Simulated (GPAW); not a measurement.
Here is a GPAW 26.7.0 calculation.

Contents of run.py:

```python
from ase.dft.bandgap import bandgap
from ase.io import read, write
from ase.units import Bohr
from gpaw import GPAW, PW
from gpaw.elf import elf_from_dft_calculation

atoms = read('POSCAR')

calc = GPAW(mode=PW(510),
            xc={'name': 'C09-vdW', 'backend': 'libvdwxc'},
            kpts={'size': (5, 5, 5), 'gamma': True},
            occupations={'name': 'fermi-dirac', 'width': 0.01},
            nbands=18,
            convergence={'density': 1e-05, 'energy': 1e-05},
            maxiter=150,
            txt='gpaw.txt')
atoms.calc = calc
energy = atoms.get_potential_energy()
forces = atoms.get_forces()
calc.write('gs.gpw')
write('result.traj', atoms)
print(f'Energy: {energy:.6f} eV')
print('Forces (eV/A):')
print(forces.round(4))
print('Fermi level:', round(calc.get_fermi_level(), 4), 'eV')
print(f'Gap: {bandgap(calc)[0]:.4f} eV, direct: {bandgap(calc, direct=True)[0]:.4f} eV')

# fields on the real-space grid
write('density.cube', atoms, data=calc.get_pseudo_density() * Bohr**3)
write('potential.cube', atoms, data=calc.get_electrostatic_potential())
write('elf.cube', atoms, data=elf_from_dft_calculation(calc).data)
```

POSCAR

```
HgSe
1.0
    0.0000000000      3.0390000000      3.0390000000
    3.0390000000      0.0000000000      3.0390000000
    3.0390000000      3.0390000000      0.0000000000
Hg Se
1 1
Direct
    0.0000000000      0.0000000000      0.0000000000
    0.7500000000      0.7500000000      0.7500000000
```

Potentials or basis: GPAW PAW data sets (gpaw-data 1.2.1), pw.

Launch:

```console
$ OMP_NUM_THREADS=1 python run.py
```

(1) Estimate the band gap on the k mesh.

Answers

(1) none (metal or under the smearing width).

Caveat: the k mesh is coarse; the PAW data sets were made with another functional, which shifts forces and pressure a little.
